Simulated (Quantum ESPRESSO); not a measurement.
# CoO in Quantum ESPRESSO: the effect of target pressure

Crystal: CoO.

```
CELL_PARAMETERS angstrom
1.60222 0.92504 2.56647
-1.60222 0.92504 2.56647
0.00000 -1.85008 2.56647
ATOMIC_POSITIONS crystal
Co 0.99898 0.99898 0.99898
O 0.75102 0.75102 0.75102
```

Measurements of this composition are mostly on another form, of space group No. 225.

Alike in all runs:

| Item | Value |
| --- | --- |
| Program | Quantum ESPRESSO 7.5 |
| Task | relaxation of cell and atoms |
| Functional | PBEsol |
| Potentials or basis | GBRV 1.5 PBEsol |
| Cutoff | 871 eV |
| Density cutoff | 7007 eV |
| k mesh | 8 × 8 × 8 |
| Occupations | fermi-dirac, width 0.05 eV |
| Spin | collinear spin, ferromagnetic start |
| Starting moments | [2.0, 0.0] μB |

Each run relaxes the cell or the atoms first.

```tsv
target pressure	relaxed volume (Å³/atom)	moment (μB)
0 GPa	?	?
2 GPa	10.60	2.60
5 GPa	9.99	1.74
10 GPa	9.76	1.68
20 GPa	9.40	1.65
30 GPa	9.10	1.63
```

What does the run with target pressure 0 GPa give?

Relaxed volume 10.82 Å³/atom; moment 2.77 μB.

Worked out: A parabola through the other rows of the relaxed volume, of slope -0.103 Å³/atom per GPa there, extrapolates to 10.65 Å³/atom, against the run's 10.82. The moment follows no smooth curve through the other rows.

Caveats: a cell with one magnetic atom can't hold antiferromagnetic order, which such compounds often take; the volume moved by over 15 % at a fixed basis, so the end points are rough (some runs).
